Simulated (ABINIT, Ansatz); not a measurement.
Given: the input of a run of Ansatz 0.2.0 on HfC. 

The input input.yaml:

```yaml
crystal:
  lattice:
    - [2.43942588, 0.0, 0.0]
    - [0.0, 4.69499661, 0.0]
    - [0.0, 0.0, 2.56227473]
  atoms:
    - { symbol: Hf, position: [0.0, 0.0, 0.0] }
    - { symbol: C, position: [0.0, 0.5, 0.75] }
hamiltonian:
  xc: pbe
  pseudopotentials: { kind: paw, azcp: { folder: soft_1 } }
kpoints:
  mp_grid: { grid: [11, 6, 10] }
scf:
  occupations: { method: fermi_dirac, width: 0.05 }
output:
  forces: true
  stress: true
  eigenvalues: true
```

Potentials or basis: Ansatz PAW soft_1.

Launch:

```console
$ ansatz run input.yaml --threads 1 --pin off --max-ram 3584MiB --backend cpu --events-out ev --progress --plain --runs-dir out
```

**Question.** What does the same run look like in ABINIT 10.8.3 (patched build)? Potentials or basis there: JTH PAW PBE v2.0, cutoff 517 eV.

**Answer.** As run (cutoffs and basis follow the program's own potentials, and thresholds, step limits or extra output files can differ):

Contents of run.abi:

```
pp_dirpath "./"
pseudos "Hf.GGA_PBE-JTH.xml, C.GGA_PBE-JTH.xml"

structure "poscar:POSCAR"
natom 2
chkprim 0
chksymtnons 0
tolsym 1.0e-6

ecut 19.0
pawecutdg 38.0
pawxcdev 0

kptopt 1
ngkpt 11 6 10
nshiftk 1
shiftk 0.0 0.0 0.0

ixc 11

nband 12
occopt 3
tsmear 0.05 eV

nstep 100
tolvrs 1.0e-9

iomode 3
prtwf 0
prteig 0
prtebands 0
prtden 1
prtvha 1
prtvclmb 1
prtpot 1
```

Contents of POSCAR:

```
HfC
1.0
    2.4394258800      0.0000000000      0.0000000000
    0.0000000000      4.6949966100      0.0000000000
    0.0000000000      0.0000000000      2.5622747300
Hf C
1 1
Direct
    0.0000000000      0.0000000000      0.0000000000  Hf
    0.0000000000      0.5000000000      0.7500000000  C
```

Potentials or basis: JTH PAW PBE v2.0.

Run with:

```bash
$ abinit run.abi > log 2>&1
```

Both were run:

|  | Ansatz | ABINIT |
| --- | --- | --- |
| Pressure | 11.5 GPa | 11.0 GPa |
| Largest force | 0.112 eV/Å | 0.131 eV/Å |

Ansatz's pressure holds a Pulay term of +0.16 GPa for its cutoff of 420 eV, which the other run lacks.

The potentials hold 30 and 16 valence electrons a cell.

Where Ansatz's input types no cutoff or centring, it takes its own default and a Γ-centred mesh.

The cell lies far from this level's equilibrium.

Pressure is positive in compression.
